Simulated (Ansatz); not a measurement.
How the functional moves the response of CdO (Fm-3m) (PBEsol, LDA)

```
Cd O
1.0
     0.00000    2.34545    2.34545
     2.34545    0.00000    2.34545
     2.34545    2.34545    0.00000
Cd O
1 1
Direct
  0.00000 0.00000 0.00000
  0.50000 0.50000 0.50000
```

This cell (12.90 Å³ an atom) was relaxed by PAW under PBEsol, and each functional gets its own cell relaxed so. Quantity: elastic moduli (Hill averages, relaxed ions; θ_D from sound speeds over directions).

Runs: (1) PBEsol, PAW on Ansatz 0.2.0's default frozen-core files (fitted under PBE), scalar-relativistic; k mesh 16×16×16, strains of ±0.008, Fermi-Dirac smearing of 0.080 eV, cutoff 420 eV. (2) LDA, PAW on Ansatz 0.2.0's default frozen-core files (fitted under PBE), scalar-relativistic; k mesh 18×18×18, strains of ±0.005, Fermi-Dirac smearing of 0.050 eV, cutoff 420 eV.

Under PBEsol: B = 145 GPa, G = 48.4 GPa, C11 = 212 GPa, C44 = 47.2 GPa, ν = 0.350, θ_D = 345 K.

Which way does LDA move the volume, and by how much?

a = 4.634 Å, 12.44 Å³ an atom: 3.6 % smaller.

What does LDA give for these quantities?

| quantity | PBEsol | LDA | change |
| --- | --- | --- | --- |
| B | 145 GPa | 162 GPa | +12 % |
| G | 48.4 GPa | 51.5 GPa | +6 % |
| C11 | 212 GPa | 238 GPa | +12 % |
| C44 | 47.2 GPa | 48.4 GPa | +3 % |
| ν | 0.350 | 0.357 | +2 % |
| θ_D | 345 K | 354 K | +3 % |

Known limits: frozen-core PAW files fitted under PBE, their cores solved anew for the functional of the run; responses of metals move with mesh and smearing; the softest shear constant rests on one k mesh, and a soft shear can herald a distortion on cooling.
